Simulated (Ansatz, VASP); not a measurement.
# One calculation of Al, two programs

```
CELL_PARAMETERS angstrom
0.00000 2.02481 2.02481
2.02481 0.00000 2.02481
2.02481 2.02481 0.00000
ATOMIC_POSITIONS crystal
Al 0.00000 0.00000 0.00000
```

Alike in both runs: task band structure; functional revPBE; k mesh 11 × 11 × 11; occupations fermi-dirac, width 0.05 eV; no spin polarisation.

|  | VASP | Ansatz |
| --- | --- | --- |
| version | VASP 6.6.1 | Ansatz 0.2.0 |
| potentials or method | VASP PAW PBE potentials, release 64 (Al) | Ansatz PAW |
| plane-wave cutoff (eV) | 520 | 420 |
| valence electrons in the cell | 3 | 3 |

```csv
,VASP,Ansatz,Ansatz less VASP
gap on the k mesh at the Fermi level (eV),none,none,-
pressure (GPa),0.5,0.7,+0.17
```

A gap of «none» marks a metal or a gap that the smearing closes. With one functional, cell and mesh, what is left measures potentials, basis and numerics.

Caveats: the PAW data sets were made with another functional, which shifts forces and pressure a little (VASP); the PAW data sets come from PBE, with cores solved anew for the run's functional, which leaves a small shift of forces and pressure (Ansatz).
